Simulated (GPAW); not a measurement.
The system is AlN.

```xyz
4
Lattice="3.1130 0.0000 0.0000 -1.5565 2.6959 0.0000 0.0000 0.0000 4.9810" Properties=species:S:1:pos:R:3 pbc="T T T"
Al    1.5565    0.8986    2.4905
Al    0.0000    1.7973    0.0000
N     1.5565    0.8986    4.3833
N     0.0000    1.7973    1.8928
```

Program: GPAW 26.7.0. Alike in all runs: no spin polarisation; cell as given. Hardware: 1 thread of Arm Neoverse V2 (shared host).

**Question.** Order these runs on this cell by their wall time, lowest first.
A. task dielectric tensor; level LDA; potentials or basis the program's PAW data sets (release 1.2.1) made for this functional, pw; k mesh 8 × 8 × 5; cutoff (eV) 600; smearing fermi-dirac 0.001 eV; response ecut 80 eV; response k mesh 17 × 17 × 10; response bands 48
B. task band structure; level PBEint; potentials or basis PAW data sets generated in the run's folder for this functional, pw; k mesh 7 × 7 × 4; cutoff (eV) 800; smearing fermi-dirac 0.05 eV; band path GMKGALHA,LM,KH; band points 80
C. task band structure; level PBE; potentials or basis GPAW PAW data sets (gpaw-data 1.2.1), lcao:dzp; k mesh 7 × 7 × 4; smearing fermi-dirac 0.05 eV; band path GMKGALHA,LM,KH; band points 100; grid spacing 0.16 Å

**Answer.** B (56 s), C (250 s), A (640 s).

Caveats: the long-wavelength limit can be off by a per cent or two (some runs).

Not every run made on this cell is shown here.
